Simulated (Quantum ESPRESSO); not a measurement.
# Se under changes of volume

One of the cells (25.980 Å³/atom); the others are scaled copies at fixed shape and fractional positions:

```xyz
2
Lattice="1.3943 -4.0390 0.0000 1.3943 4.0390 0.0000 0.0000 0.0000 4.6134" Properties=species:S:1:pos:R:3 pbc="T T T"
Se    1.3943    3.5192    1.1534
Se    1.3943   -3.5192    3.4601
```

This isn't the form of Se at room conditions, which is trigonal, of chains.

| Property | Result |
| --- | --- |
| Program | Quantum ESPRESSO 7.5 |
| Functional | PBE |
| Potentials or basis | SSSP 1.3 efficiency PBE |
| Cutoff | 748 eV |
| Density cutoff | 5987 eV |
| k mesh | 10 × 10 × 6 |
| Occupations | fermi-dirac, width 0.05 eV |
| Spin | no spin polarisation |

```tsv
volume (Å³/atom)	energy over the lowest point (meV/atom)	pressure (GPa)	largest force (eV/Å)
24.422	36.53	5.7	0.253
24.941	20.60	4.1	0.147
25.461	9.52	2.7	0.050
25.980	2.80	1.4	0.039
26.500	0.00	0.3	0.122
27.020	0.72	-0.7	0.198
27.539	?	?	?
```

Problem. What does the run at 27.539 Å³/atom give?

Solution. Energy over the lowest point 4.61 meV/atom; pressure -1.7 GPa; largest force 0.269 eV/Å.

Worked out: A Birch-Murnaghan fit of order 3 (a polynomial in V^(-2/3)) to the other rows has its minimum at 26.65 Å³/atom with B0 = V·E''(V) = 54 GPa and B' = 4.5 at fixed shape and positions, which overstates the stiffness. It gives 4.60 meV/atom at 27.539 Å³/atom, against the run's 4.61, and -dE/dV = -1.6 GPa, against -1.7.

Energies are extrapolated to zero smearing.
